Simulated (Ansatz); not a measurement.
# AlP: pressure against volume

How stiff is AlP, and at what volume does the pressure vanish? The cell is scaled evenly, atoms carried along, and solved with LAPW, PAW and all-electron datasets made for the crystal.

The COD entry's cell or inner coordinates are ideal or old and differ from later refinements, so a difference from it is no clean test against experiment.

Program: Ansatz 0.2.0. Level of theory: DFT PBE, scalar-relativistic. These are calculated values, not measurements.

**1. The structure to begin with**

Symmetry: F-43m, No. 216, cubic system. Conventional cell: a = 5.451 Å, b = 5.451 Å, c = 5.451 Å, α = 90.00°, β = 90.00°, γ = 90.00°. Around Al (site symmetry -43m) lie 4 P at 2.36 Å. P (site symmetry -43m) has 4 Al at 2.36 Å as nearest neighbours.

As a file:

```cif
data_structure
_symmetry_space_group_name_H-M 'F-43m'
_symmetry_Int_Tables_number 216
_cell_length_a 5.4510
_cell_length_b 5.4510
_cell_length_c 5.4510
_cell_angle_alpha 90.000
_cell_angle_beta 90.000
_cell_angle_gamma 90.000
_cell_volume 161.97
loop_
_atom_site_label
_atom_site_type_symbol
_atom_site_symmetry_multiplicity
_atom_site_Wyckoff_symbol
_atom_site_fract_x
_atom_site_fract_y
_atom_site_fract_z
_atom_site_occupancy
Al1 Al 4 a 0.00000 0.00000 0.00000 1
P1 P 4 c 0.25000 0.25000 0.25000 1
```

The file gives the conventional cell by its symmetry; the runs use the cell typed in the input.

Structure: COD 9008831, as refined from experiment and not relaxed.

Atoms are numbered in the order of the input: Al1, P2.

**2. Volume × 0.9405, LAPW**

input.yaml

```yaml
crystal:
  lattice:
    - [0.0, 2.6703352352, 2.6703352352]
    - [2.6703352352, 0.0, 2.6703352352]
    - [2.6703352352, 2.6703352352, 0.0]
  atoms:
    - { symbol: Al, position: [0.0, 0.0, 0.0] }
    - { symbol: P, position: [0.75, 0.75, 0.75] }
kpoints:
  mp_grid: { grid: [13, 13, 13] }
scf:
  occupations: { method: fermi_dirac, width: 0.03 }
hamiltonian:
  xc: pbe
  pseudopotentials: { kind: all_electron, lapw: { basis_error: 0.00025 } }
output:
  forces: true
  stress: true
  eigenvalues: true
```

**3. Volume × 0.9405, PAW**

input.yaml, as its differences from that of step 2:

```diff
@@ -14,3 +14,3 @@
   xc: pbe
-  pseudopotentials: { kind: all_electron, lapw: { basis_error: 0.00025 } }
+  pseudopotentials: { kind: paw }
 output:
@@ -19 +19,2 @@
   eigenvalues: true
+  efg: { contact_densities: true }
```

**4. Volume × 0.9405, crystal datasets**

input.yaml, as its differences from that of step 3:

```diff
@@ -14,3 +14,3 @@
   xc: pbe
-  pseudopotentials: { kind: paw }
+  pseudopotentials: { kind: all_electron, datasets: crystal }
 output:
```

**5. Volume × 0.97, LAPW**

input.yaml

```yaml
crystal:
  lattice:
    - [0.0, 2.6979678146, 2.6979678146]
    - [2.6979678146, 0.0, 2.6979678146]
    - [2.6979678146, 2.6979678146, 0.0]
  atoms:
    - { symbol: Al, position: [0.0, 0.0, 0.0] }
    - { symbol: P, position: [0.75, 0.75, 0.75] }
kpoints:
  mp_grid: { grid: [13, 13, 13] }
scf:
  occupations: { method: fermi_dirac, width: 0.03 }
hamiltonian:
  xc: pbe
  pseudopotentials: { kind: all_electron, lapw: { basis_error: 0.00025 } }
output:
  forces: true
  stress: true
  eigenvalues: true
```

**6. Volume × 0.97, PAW**

input.yaml, as its differences from that of step 5:

```diff
@@ -14,3 +14,3 @@
   xc: pbe
-  pseudopotentials: { kind: all_electron, lapw: { basis_error: 0.00025 } }
+  pseudopotentials: { kind: paw }
 output:
@@ -19 +19,2 @@
   eigenvalues: true
+  efg: { contact_densities: true }
```

**7. Volume × 1.03, LAPW**

input.yaml

```yaml
crystal:
  lattice:
    - [0.0, 2.7524869036, 2.7524869036]
    - [2.7524869036, 0.0, 2.7524869036]
    - [2.7524869036, 2.7524869036, 0.0]
  atoms:
    - { symbol: Al, position: [0.0, 0.0, 0.0] }
    - { symbol: P, position: [0.75, 0.75, 0.75] }
kpoints:
  mp_grid: { grid: [13, 13, 13] }
scf:
  occupations: { method: fermi_dirac, width: 0.03 }
hamiltonian:
  xc: pbe
  pseudopotentials: { kind: all_electron, lapw: { basis_error: 0.00025 } }
output:
  forces: true
  stress: true
  eigenvalues: true
```

**8. Volume × 1.03, PAW**

input.yaml, as its differences from that of step 7:

```diff
@@ -14,3 +14,3 @@
   xc: pbe
-  pseudopotentials: { kind: all_electron, lapw: { basis_error: 0.00025 } }
+  pseudopotentials: { kind: paw }
 output:
@@ -19 +19,2 @@
   eigenvalues: true
+  efg: { contact_densities: true }
```

**9. Volume × 1.06, LAPW**

input.yaml

```yaml
crystal:
  lattice:
    - [0.0, 2.7789547475, 2.7789547475]
    - [2.7789547475, 0.0, 2.7789547475]
    - [2.7789547475, 2.7789547475, 0.0]
  atoms:
    - { symbol: Al, position: [0.0, 0.0, 0.0] }
    - { symbol: P, position: [0.75, 0.75, 0.75] }
kpoints:
  mp_grid: { grid: [13, 13, 13] }
scf:
  occupations: { method: fermi_dirac, width: 0.03 }
hamiltonian:
  xc: pbe
  pseudopotentials: { kind: all_electron, lapw: { basis_error: 0.00025 } }
output:
  forces: true
  stress: true
  eigenvalues: true
```

**10. Volume × 1.06, PAW**

input.yaml, as its differences from that of step 9:

```diff
@@ -14,3 +14,3 @@
   xc: pbe
-  pseudopotentials: { kind: all_electron, lapw: { basis_error: 0.00025 } }
+  pseudopotentials: { kind: paw }
 output:
@@ -19 +19,2 @@
   eigenvalues: true
+  efg: { contact_densities: true }
```

**11. Volume × 1.06, crystal datasets**

input.yaml, as its differences from that of step 10:

```diff
@@ -14,3 +14,3 @@
   xc: pbe
-  pseudopotentials: { kind: paw }
+  pseudopotentials: { kind: all_electron, datasets: crystal }
 output:
```

(Steps that only read results are left out.)

What does the calculation give? Wanted: equilibrium volume; bulk modulus (for each run or level that gives them).

As calculated:

| quantity | value |
| --- | --- |
| equilibrium volume (LAPW) | 20.874 Å³/atom |
| bulk modulus (LAPW) | 82 GPa |
| its pressure derivative (LAPW) | 4.1 |
| equilibrium volume (PAW) | 20.885 Å³/atom |
| bulk modulus (PAW) | 83 GPa |
| its pressure derivative (PAW) | 4.1 |

What this shows: By LAPW, the pressure vanishes at 20.87 Å³/atom (+3.1 % from the starting cell) and the bulk modulus there is 82 GPa (Birch-Murnaghan, third order). PAW's volume lies +0.05 % and its modulus +0.3 % from LAPW's. The gap goes from 1.48 eV at the smallest volume to 1.72 eV at the largest. No thermal or zero-point expansion is included.

These are semilocal Kohn-Sham gaps, which aren't the measured quantity. Such gaps usually fall short of the measured ones.
